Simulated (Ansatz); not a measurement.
# MgS: input, output and frames of a trajectory

Theory: Ansatz 0.2.0, DFT PBE, scalar-relativistic, plane waves, PAW. Settings: plane waves to 420 eV, k-mesh 2×2×2 (shifted by 0.5, 0.5, 0.5 steps), Fermi–Dirac smearing 0.02 eV. The mesh is coarse. No spin polarisation.

16 atoms, starting at 1.00 times the perfect crystal's volume (space group P6_3mc, the cell as given, not relaxed at this level); constant energy, velocities drawn at 200 K, fixed cell; 30 steps of 12 fs. The run is short and not equilibrated. The time step is too long for these atoms, so the motion is inaccurate.

The run converged.

Command:
```bash
ansatz run input.yaml --threads 4 --pin off --max-ram 5120MiB --backend cpu --events-out ev --progress --plain --runs-dir out
```

Input:
```yaml
crystal:
  lattice:
    - [-2.0173112034, 3.494085499, -6.43229418]
    - [-2.0173112034, 3.494085499, 6.43229418]
    - [8.0692448136, 0.0, 0.0]
  atoms:
    - { symbol: Mg, position: [0.9187892417, 0.4145440917, 0.3333333333] }
    - { symbol: Mg, position: [0.4187892417, 0.9145440917, 0.3333333333] }
    - { symbol: Mg, position: [0.9187892417, 0.4145440917, 0.8333333333] }
    - { symbol: Mg, position: [0.4187892417, 0.9145440917, 0.8333333333] }
    - { symbol: Mg, position: [0.8354559083, 0.8312107583, 0.1666666667] }
    - { symbol: Mg, position: [0.3354559083, 0.3312107583, 0.1666666667] }
    - { symbol: Mg, position: [0.8354559083, 0.8312107583, 0.6666666667] }
    - { symbol: Mg, position: [0.3354559083, 0.3312107583, 0.6666666667] }
    - { symbol: S, position: [0.1437112583, 0.5229554083, 0.1666666667] }
    - { symbol: S, position: [0.6437112583, 0.0229554083, 0.1666666667] }
    - { symbol: S, position: [0.1437112583, 0.5229554083, 0.6666666667] }
    - { symbol: S, position: [0.6437112583, 0.0229554083, 0.6666666667] }
    - { symbol: S, position: [0.7270445917, 0.6062887417, 0.3333333333] }
    - { symbol: S, position: [0.2270445917, 0.1062887417, 0.3333333333] }
    - { symbol: S, position: [0.7270445917, 0.6062887417, 0.8333333333] }
    - { symbol: S, position: [0.2270445917, 0.1062887417, 0.8333333333] }
basis:
  ecutwfc: 420
kpoints:
  mp_grid: { grid: [2, 2, 2], shift: [0.5, 0.5, 0.5] }
hamiltonian:
  xc: pbe
scf:
  occupations: { method: fermi_dirac, width: 0.02 }
  lower_state_search: "off"
  convergence: { dr2_threshold: 1.0e-07 }
output:
  forces: true
  stress: true
md:
  timestep: 12.0
  n_steps: 30
  ensemble: nve
  temperature: 200.0
  initial_velocities: maxwell_boltzmann
  seed: 58958
```

Output (its end):
```
...
SCF converged after 6 iterations
Free energy (F): -22629.729399 eV
Harris-Foulkes:  -22629.729399 eV  (|F-HF|=5.38e-8)
Internal energy: -22629.729399 eV  (E = F + TS)
E sigma→0 (E₀):  -22629.729399 eV
Fermi energy:    5.421752 eV
--- Per-component energies (eV) ---
  E_band       = -2959.339306
  E_kinetic    = 1473.278038
  E_local      = -15095.480628  (includes V_loc(G=0)·N_el)
  E_nonlocal   = 988.827174
  E_hartree    = 5473.215991
  E_xc         = -1017.034901
  E_vxc        = -1009.147985  (∫ρ·V_xc dr)
  E_paw        = -7142.035032  (= ΣΔE_a)
  E_vpaw       = -263.248186  (= ΣTr[D̂ρ^β])
  E_aug_tail   = -0.000014  (compensation charges beyond the density's cutoff)
  E_ewald      = -7310.500027
  E_smearing   = -0.000000  (= −TS)
  E_closure    = -0.000000  (closes the sum)
  Σ components = -22629.729399   (vs F -22629.729399, Δ=0.00e0)
--- Forces (eV/Å), atoms counted from 1 ---
  atom   1  Mg    -0.20342256    -0.09038168     0.16297585
  atom   2  Mg     0.37923971     0.05546856    -0.17825258
  atom   3  Mg     0.48441147    -0.24887925     0.07481718
  atom   4  Mg    -0.08561966    -0.22804384     0.17072798
  atom   5  Mg     0.38931915     0.00905873    -0.31330541
  atom   6  Mg     0.61214091    -0.38072160     0.18952764
  atom   7  Mg    -0.05487703    -0.13169144    -0.02444256
  atom   8  Mg    -0.09247186     0.22909296    -0.23188603
  atom   9  S     -0.12577185    -0.22396806    -0.07439407
  atom  10  S     -0.11856334     0.17392772    -0.01594993
  atom  11  S      0.03686466     0.60052416     0.00731231
  atom  12  S     -0.14068146     0.03377988    -0.03459065
  atom  13  S     -0.28016828     0.42338596    -0.12162513
  atom  14  S     -0.48898679     0.10985008     0.41775656
  atom  15  S     -0.00334755    -0.10749733     0.10614950
  atom  16  S     -0.30794300    -0.22403369    -0.13483069
  max |Σ_I F_I| component: 1.29e-4 eV/Å
--- Stress (GPa, compression-positive) ---
        1.154570       0.211056       0.391506
        0.211057       0.976349      -0.208640
        0.391507      -0.208640       1.425876
  P = ⅓ Tr σ = 1.1856 GPa (11.856 kbar)
--- MD trajectory: 30 steps, t = 0.0 → 360.0 fs ---
  final state: T = 119.0 K   F+E_penalty+E_count = -22629.72939908 eV   E_kin = 0.230641 eV
  conserved energy: peak-to-peak 3.894e-2 eV (2.434e-3 eV/atom) over 360.0 fs
```

Frames along the run (Å, eV/Å; dE is the potential energy from the first frame):

```xyz
16
Lattice="-2.017 3.494 -6.432 -2.017 3.494 6.432 8.069 0.000 0.000" Properties=species:S:1:pos:R:3:forces:R:3 pbc="T T T" time_fs=0.00 dE_eV=0.0000 T_K=200
Mg    0.000    4.659   -3.243   -0.002   -0.001    0.047
Mg    0.000    4.659    3.189   -0.002   -0.001    0.047
Mg    4.035    4.659   -3.243   -0.002   -0.001    0.047
Mg    4.035    4.659    3.189   -0.002   -0.001    0.047
Mg   -2.017    5.823   -0.027    0.002    0.001    0.047
Mg    0.000    2.329   -0.027    0.002    0.001    0.047
Mg    2.017    5.823   -0.027    0.002    0.001    0.047
Mg    4.035    2.329   -0.027    0.002    0.001    0.047
S     0.000    2.329    2.439    0.009    0.005   -0.047
S     0.000    2.329   -3.993    0.009    0.005   -0.047
S     4.035    2.329    2.439    0.009    0.005   -0.047
S     4.035    2.329   -3.993    0.009    0.005   -0.047
S     0.000    4.659   -0.777   -0.009   -0.005   -0.047
S     2.017    1.165   -0.777   -0.009   -0.005   -0.047
S     4.035    4.659   -0.777   -0.009   -0.005   -0.047
S     6.052    1.165   -0.777   -0.009   -0.005   -0.047
16
Lattice="-2.017 3.494 -6.432 -2.017 3.494 6.432 8.069 0.000 0.000" Properties=species:S:1:pos:R:3:forces:R:3 pbc="T T T" time_fs=24.00 dE_eV=0.3071 T_K=62
Mg   -0.020    4.639   -3.204    0.367    0.148   -0.223
Mg    0.107    4.664    3.177   -0.534   -0.094    0.094
Mg    4.105    4.660   -3.153   -0.492    0.266   -0.209
Mg    4.043    4.603    3.192    0.151    0.481   -0.333
Mg   -2.033    5.813   -0.057   -0.351    0.020    0.583
Mg    0.051    2.266   -0.013   -0.882    0.649   -0.179
Mg    1.972    5.871   -0.029    0.027   -0.099    0.174
Mg    4.022    2.308   -0.114   -0.037   -0.194    0.402
S    -0.009    2.321    2.385    0.267    0.083    0.479
S     0.046    2.309   -3.956   -0.074    0.076   -0.204
S     4.087    2.391    2.376   -0.181   -0.886    0.097
S     4.054    2.380   -3.982    0.280   -0.094   -0.066
S    -0.045    4.723   -0.735    0.269   -0.618   -0.239
S     1.930    1.149   -0.754    0.893   -0.265   -0.531
S     3.962    4.634   -0.712    0.207    0.265   -0.237
S     6.041    1.146   -0.850    0.089    0.261    0.392
16
Lattice="-2.017 3.494 -6.432 -2.017 3.494 6.432 8.069 0.000 0.000" Properties=species:S:1:pos:R:3:forces:R:3 pbc="T T T" time_fs=60.00 dE_eV=0.2134 T_K=99
Mg    0.078    4.668   -3.226   -0.188    0.008    0.065
Mg    0.095    4.642    3.182    0.197    0.025   -0.132
Mg    4.045    4.750   -3.113    0.307   -0.184   -0.171
Mg    4.103    4.662    3.079   -0.128   -0.285    0.155
Mg   -2.149    5.796    0.089    0.339    0.040   -0.472
Mg   -0.111    2.372   -0.061    0.629   -0.351    0.226
Mg    1.918    5.900    0.033    0.051   -0.105   -0.051
Mg    3.986    2.229   -0.101   -0.007    0.266   -0.045
S     0.053    2.325    2.432   -0.039   -0.099   -0.119
S     0.092    2.311   -3.957   -0.017    0.190    0.111
S     4.105    2.263    2.335   -0.191    0.388    0.301
S     4.139    2.425   -3.974   -0.342   -0.083    0.149
S    -0.056    4.662   -0.743   -0.108    0.353   -0.155
S     1.992    1.083   -0.838   -0.406    0.188    0.362
S     3.912    4.657   -0.680    0.077   -0.154   -0.053
S     6.042    1.181   -0.865   -0.172   -0.196   -0.170
16
Lattice="-2.017 3.494 -6.432 -2.017 3.494 6.432 8.069 0.000 0.000" Properties=species:S:1:pos:R:3:forces:R:3 pbc="T T T" time_fs=84.00 dE_eV=0.3141 T_K=52
Mg    0.114    4.694   -3.238   -0.522   -0.261    0.304
Mg    0.106    4.631    3.161    0.172    0.120    0.038
Mg    4.051    4.781   -3.141    0.439   -0.341    0.114
Mg    4.123    4.657    3.020   -0.151   -0.243    0.402
Mg   -2.160    5.790    0.108    0.359    0.077   -0.605
Mg   -0.105    2.386   -0.062    0.467   -0.533    0.172
Mg    1.897    5.889    0.070    0.055    0.020   -0.248
Mg    3.959    2.231   -0.082    0.108    0.190   -0.167
S     0.096    2.312    2.465   -0.295    0.014   -0.432
S     0.114    2.348   -3.948   -0.052   -0.076    0.046
S     4.079    2.218    2.366    0.219    0.829   -0.098
S     4.145    2.433   -3.944   -0.330   -0.099    0.013
S    -0.075    4.657   -0.782   -0.038    0.413    0.154
S     1.984    1.072   -0.847   -0.441    0.203    0.378
S     3.901    4.654   -0.677    0.047   -0.110   -0.039
S     6.019    1.181   -0.887   -0.037   -0.202   -0.032
16
Lattice="-2.017 3.494 -6.432 -2.017 3.494 6.432 8.069 0.000 0.000" Properties=species:S:1:pos:R:3:forces:R:3 pbc="T T T" time_fs=108.00 dE_eV=0.2227 T_K=93
Mg    0.053    4.670   -3.194    0.213   -0.014   -0.162
Mg    0.147    4.643    3.149   -0.397    0.024    0.254
Mg    4.140    4.742   -3.148   -0.387   -0.024    0.064
Mg    4.112    4.604    3.047    0.047    0.346    0.226
Mg   -2.096    5.799    0.005   -0.131   -0.014    0.289
Mg   -0.004    2.293   -0.030   -0.539    0.248   -0.218
Mg    1.890    5.881    0.056    0.126    0.071   -0.128
Mg    3.955    2.273   -0.096    0.129   -0.127    0.095
S     0.093    2.304    2.429   -0.142    0.240   -0.128
S     0.126    2.370   -3.935   -0.206   -0.356   -0.350
S     4.084    2.297    2.387    0.134   -0.164   -0.072
S     4.099    2.425   -3.914    0.172   -0.145   -0.298
S    -0.098    4.714   -0.794    0.253   -0.454    0.425
S     1.910    1.096   -0.798    0.386    0.063   -0.221
S     3.900    4.635   -0.681    0.152    0.211   -0.130
S     5.989    1.150   -0.912    0.188    0.096    0.353
16
Lattice="-2.017 3.494 -6.432 -2.017 3.494 6.432 8.069 0.000 0.000" Properties=species:S:1:pos:R:3:forces:R:3 pbc="T T T" time_fs=144.00 dE_eV=0.1050 T_K=150
Mg    0.041    4.643   -3.197    0.117    0.196   -0.156
Mg    0.059    4.663    3.215    0.045   -0.072   -0.219
Mg    4.122    4.685   -3.154   -0.153    0.117   -0.281
Mg    4.106    4.665    3.159   -0.115   -0.046   -0.191
Mg   -2.072    5.814   -0.030   -0.027   -0.032    0.108
Mg   -0.085    2.274   -0.055    0.160    0.222    0.018
Mg    1.935    5.877    0.002    0.106   -0.248    0.174
Mg    3.991    2.294   -0.067   -0.082    0.110    0.157
S     0.055    2.351    2.368    0.055   -0.179    0.444
S     0.079    2.317   -4.009   -0.126    0.218    0.095
S     4.120    2.346    2.398   -0.201   -0.264    0.147
S     4.085    2.370   -3.959    0.011   -0.020   -0.058
S    -0.050    4.655   -0.716    0.017   -0.127   -0.346
S     1.943    1.135   -0.796    0.151    0.053    0.073
S     3.948    4.668   -0.726    0.106   -0.048   -0.019
S     5.999    1.143   -0.843   -0.065    0.120    0.053
16
Lattice="-2.017 3.494 -6.432 -2.017 3.494 6.432 8.069 0.000 0.000" Properties=species:S:1:pos:R:3:forces:R:3 pbc="T T T" time_fs=168.00 dE_eV=0.2548 T_K=85
Mg    0.076    4.673   -3.249   -0.312   -0.064    0.166
Mg   -0.021    4.656    3.223    0.360    0.024   -0.275
Mg    4.050    4.675   -3.218    0.401   -0.162   -0.067
Mg    4.080    4.727    3.199   -0.157   -0.441   -0.023
Mg   -2.084    5.822   -0.004    0.438    0.039   -0.441
Mg   -0.160    2.340   -0.069    0.902   -0.454    0.449
Mg    1.996    5.821    0.003   -0.085   -0.055   -0.069
Mg    4.003    2.323   -0.002   -0.063    0.206   -0.120
S     0.038    2.360    2.408   -0.009   -0.311    0.109
S     0.019    2.307   -4.054    0.113    0.350    0.491
S     4.108    2.308    2.426   -0.263    0.432    0.145
S     4.090    2.328   -4.012   -0.334    0.119    0.283
S     0.006    4.575   -0.716   -0.216    0.870   -0.596
S     2.032    1.159   -0.803   -0.470    0.052    0.297
S     4.006    4.692   -0.767   -0.047   -0.317   -0.068
S     6.000    1.163   -0.772   -0.259   -0.287   -0.283
16
Lattice="-2.017 3.494 -6.432 -2.017 3.494 6.432 8.069 0.000 0.000" Properties=species:S:1:pos:R:3:forces:R:3 pbc="T T T" time_fs=192.00 dE_eV=0.0703 T_K=167
Mg    0.048    4.689   -3.268   -0.169   -0.237    0.148
Mg   -0.027    4.656    3.176    0.022    0.131    0.154
Mg    4.053    4.636   -3.298   -0.006   -0.053    0.175
Mg    4.023    4.698    3.233    0.099   -0.153    0.070
Mg   -2.007    5.836   -0.060    0.152   -0.011    0.016
Mg   -0.052    2.321    0.000    0.103   -0.176   -0.111
Mg    2.041    5.754   -0.011   -0.110    0.251   -0.217
Mg    4.003    2.392    0.039    0.106   -0.135   -0.124
S     0.019    2.321    2.468   -0.033    0.086   -0.177
S    -0.026    2.351   -4.025    0.121   -0.081    0.034
S     4.058    2.335    2.477    0.105    0.294   -0.074
S     4.043    2.303   -4.022   -0.153    0.011    0.126
S     0.025    4.620   -0.808   -0.170    0.094    0.096
S     2.046    1.192   -0.766   -0.351    0.005   -0.110
S     4.059    4.668   -0.819    0.002   -0.015   -0.049
S     5.967    1.144   -0.742    0.281   -0.012    0.043
16
Lattice="-2.017 3.494 -6.432 -2.017 3.494 6.432 8.069 0.000 0.000" Properties=species:S:1:pos:R:3:forces:R:3 pbc="T T T" time_fs=216.00 dE_eV=0.3167 T_K=55
Mg   -0.014    4.660   -3.260    0.260    0.057   -0.182
Mg   -0.031    4.679    3.160   -0.367   -0.071    0.307
Mg    4.056    4.587   -3.341   -0.381    0.213    0.178
Mg    3.985    4.642    3.281    0.139    0.517    0.041
Mg   -1.903    5.850   -0.115   -0.521    0.046    0.428
Mg    0.075    2.264    0.054   -0.886    0.454   -0.229
Mg    2.063    5.738   -0.068    0.023    0.179    0.003
Mg    4.023    2.432    0.054    0.082   -0.352   -0.025
S    -0.004    2.297    2.499   -0.043    0.433   -0.282
S    -0.049    2.381   -3.988    0.038   -0.509   -0.383
S     4.021    2.404    2.514    0.169   -0.541   -0.318
S     3.974    2.279   -4.013    0.373   -0.094   -0.272
S     0.020    4.686   -0.883    0.232   -0.651    0.729
S     2.010    1.223   -0.746    0.497   -0.236   -0.366
S     4.110    4.642   -0.877   -0.017    0.299    0.179
S     5.977    1.122   -0.706    0.402    0.254    0.192
16
Lattice="-2.017 3.494 -6.432 -2.017 3.494 6.432 8.069 0.000 0.000" Properties=species:S:1:pos:R:3:forces:R:3 pbc="T T T" time_fs=252.00 dE_eV=0.1951 T_K=106
Mg   -0.026    4.644   -3.296   -0.142    0.056    0.175
Mg   -0.132    4.683    3.234    0.409   -0.080   -0.233
Mg    3.949    4.587   -3.344    0.377   -0.070    0.014
Mg    3.972    4.727    3.350   -0.073   -0.179   -0.223
Mg   -1.933    5.873   -0.051    0.037   -0.155   -0.171
Mg   -0.016    2.345    0.043    0.530    0.019    0.038
Mg    2.110    5.762   -0.133    0.011   -0.146    0.274
Mg    4.075    2.382    0.050   -0.105    0.161   -0.168
S    -0.052    2.365    2.470    0.031   -0.263    0.044
S    -0.083    2.298   -4.040   -0.080    0.243    0.102
S     4.007    2.371    2.486   -0.125    0.147    0.052
S     3.973    2.227   -4.069    0.023    0.197    0.115
S     0.066    4.606   -0.805   -0.167    0.287   -0.190
S     2.074    1.215   -0.795   -0.159    0.076    0.400
S     4.172    4.673   -0.896   -0.236   -0.182    0.212
S     6.095    1.164   -0.620   -0.330   -0.112   -0.440
16
Lattice="-2.017 3.494 -6.432 -2.017 3.494 6.432 8.069 0.000 0.000" Properties=species:S:1:pos:R:3:forces:R:3 pbc="T T T" time_fs=276.00 dE_eV=0.3342 T_K=43
Mg   -0.052    4.655   -3.289   -0.096   -0.109    0.160
Mg   -0.124    4.662    3.245    0.275    0.137   -0.221
Mg    3.945    4.586   -3.338    0.242   -0.013    0.011
Mg    3.953    4.770    3.344    0.033   -0.553   -0.157
Mg   -1.976    5.856   -0.025    0.359   -0.015   -0.345
Mg   -0.007    2.417    0.035    0.555   -0.689    0.145
Mg    2.146    5.749   -0.109   -0.223    0.108    0.071
Mg    4.089    2.373    0.009    0.019    0.100    0.117
S    -0.080    2.378    2.449    0.128   -0.401    0.222
S    -0.117    2.265   -4.070    0.224    0.441    0.509
S     3.983    2.348    2.465   -0.042    0.261    0.138
S     3.993    2.224   -4.097   -0.254    0.290    0.380
S     0.079    4.583   -0.762   -0.216    1.026   -0.599
S     2.111    1.213   -0.772   -0.427   -0.012    0.179
S     4.170    4.672   -0.862   -0.218   -0.278   -0.187
S     6.133    1.185   -0.633   -0.359   -0.292   -0.423
16
Lattice="-2.017 3.494 -6.432 -2.017 3.494 6.432 8.069 0.000 0.000" Properties=species:S:1:pos:R:3:forces:R:3 pbc="T T T" time_fs=300.00 dE_eV=0.1443 T_K=131
Mg   -0.094    4.645   -3.249    0.252   -0.054   -0.091
Mg   -0.058    4.668    3.210   -0.217    0.067    0.094
Mg    3.990    4.585   -3.328   -0.336    0.210    0.075
Mg    3.942    4.696    3.300    0.162   -0.253   -0.194
Mg   -1.950    5.834   -0.067   -0.129    0.045    0.202
Mg    0.116    2.365    0.048   -0.428    0.121   -0.258
Mg    2.136    5.759   -0.069   -0.155    0.232   -0.107
Mg    4.104    2.381   -0.007    0.033   -0.233    0.273
S    -0.086    2.330    2.463    0.182    0.127    0.041
S    -0.115    2.303   -4.023    0.305    0.084    0.058
S     3.953    2.364    2.464    0.168   -0.145   -0.004
S     3.976    2.267   -4.065    0.001    0.050    0.182
S     0.057    4.705   -0.807    0.038   -0.333    0.097
S     2.081    1.209   -0.722    0.029   -0.129   -0.373
S     4.132    4.629   -0.854   -0.029    0.155   -0.126
S     6.114    1.163   -0.713    0.125    0.055    0.131
16
Lattice="-2.017 3.494 -6.432 -2.017 3.494 6.432 8.069 0.000 0.000" Properties=species:S:1:pos:R:3:forces:R:3 pbc="T T T" time_fs=336.00 dE_eV=0.1772 T_K=118
Mg   -0.067    4.629   -3.231   -0.040    0.181   -0.037
Mg   -0.048    4.682    3.201    0.059   -0.192    0.101
Mg    3.946    4.661   -3.281    0.282   -0.090    0.074
Mg    3.985    4.569    3.177   -0.002    0.717    0.143
Mg   -1.991    5.822   -0.039   -0.183   -0.024    0.132
Mg    0.094    2.352   -0.008   -0.210    0.236   -0.035
Mg    2.075    5.847   -0.034    0.116   -0.152    0.145
Mg    4.128    2.310    0.040   -0.181    0.021   -0.432
S    -0.045    2.312    2.476   -0.081    0.261   -0.302
S    -0.036    2.352   -3.955   -0.189   -0.434   -0.369
S     3.958    2.315    2.450    0.060   -0.198   -0.124
S     3.973    2.335   -3.983    0.292   -0.186   -0.230
S     0.049    4.772   -0.829   -0.043   -0.618    0.414
S     2.074    1.161   -0.761    0.035    0.123   -0.018
S     4.064    4.614   -0.851    0.008    0.125    0.463
S     6.124    1.157   -0.793    0.079    0.231    0.077
16
Lattice="-2.017 3.494 -6.432 -2.017 3.494 6.432 8.069 0.000 0.000" Properties=species:S:1:pos:R:3:forces:R:3 pbc="T T T" time_fs=360.00 dE_eV=0.1766 T_K=119
Mg   -0.044    4.657   -3.236   -0.203   -0.090    0.163
Mg   -0.049    4.646    3.225    0.379    0.055   -0.178
Mg    3.960    4.702   -3.226    0.484   -0.249    0.075
Mg    4.022    4.649    3.121   -0.086   -0.228    0.171
Mg   -2.082    5.817    0.027    0.389    0.009   -0.313
Mg   -0.016    2.419   -0.054    0.612   -0.381    0.190
Mg    2.055    5.882    0.016   -0.055   -0.132   -0.024
Mg    4.101    2.253   -0.015   -0.092    0.229   -0.232
S    -0.024    2.357    2.426   -0.126   -0.224   -0.074
S    -0.006    2.307   -3.978   -0.119    0.174   -0.016
S     3.980    2.236    2.413    0.037    0.601    0.007
S     4.029    2.346   -3.967   -0.141    0.034   -0.035
S     0.047    4.686   -0.763   -0.280    0.423   -0.122
S     2.096    1.137   -0.810   -0.489    0.110    0.418
S     4.021    4.637   -0.770   -0.003   -0.107    0.106
S     6.149    1.196   -0.822   -0.308   -0.224   -0.135
```